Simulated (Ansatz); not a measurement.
## RbBr under changes of volume

One of the cells (40.248 Å³/atom); the others are scaled copies at fixed shape and fractional positions:

```
CELL_PARAMETERS angstrom
0.00000 3.42700 3.42700
3.42700 0.00000 3.42700
3.42700 3.42700 0.00000
ATOMIC_POSITIONS crystal
Rb 0.00000 0.00000 0.00000
Br 0.50000 0.50000 0.50000
```

* Program: Ansatz 0.2.0
* Functional: PBEsol
* Potentials or basis: Ansatz PAW
* Cutoff: 420 eV (not typed: the program's choice for these potentials)
* k mesh: 7 × 7 × 7
* Occupations: fermi-dirac, width 0.05 eV
* Spin: no spin polarisation

```csv
volume (Å³/atom),energy over the lowest point (meV/atom),pressure (GPa),gap on the mesh (eV)
37.833,?,?,?
38.638,2.40,0.6,4.31
39.443,0.42,0.2,4.26
40.248,0.00,-0.1,4.21
41.053,0.95,-0.3,4.17
41.858,3.09,-0.5,4.13
42.663,6.32,-0.7,4.09
```

Problem. What does the run at 37.833 Å³/atom give?

Solution. Energy over the lowest point 6.12 meV/atom; pressure 0.9 GPa; gap on the mesh 4.36 eV.

Worked out: A Birch-Murnaghan fit of order 3 (a polynomial in V^(-2/3)) to the other rows has its minimum at 40.08 Å³/atom with B0 = V·E''(V) = 13.9 GPa and B' = 5.2. It gives 6.13 meV/atom at 37.833 Å³/atom, against the run's 6.12, and -dE/dV = 0.9 GPa, against 0.9. A straight line through the other rows of the gap, of slope -2.21 eV per unit of ln V (its deformation potential), extrapolates to 4.35 eV, against the run's 4.36.

Energies are extrapolated to zero smearing.

Caveats: odd divisions of the mesh miss points on the zone boundary, where band edges often lie, so the gap on the mesh can be too wide; the PAW data sets come from PBE, with cores solved anew for the run's functional, which leaves a small shift of forces and pressure.

A mesh can miss the band edges. Spin-orbit coupling on Br, Rb is left out.
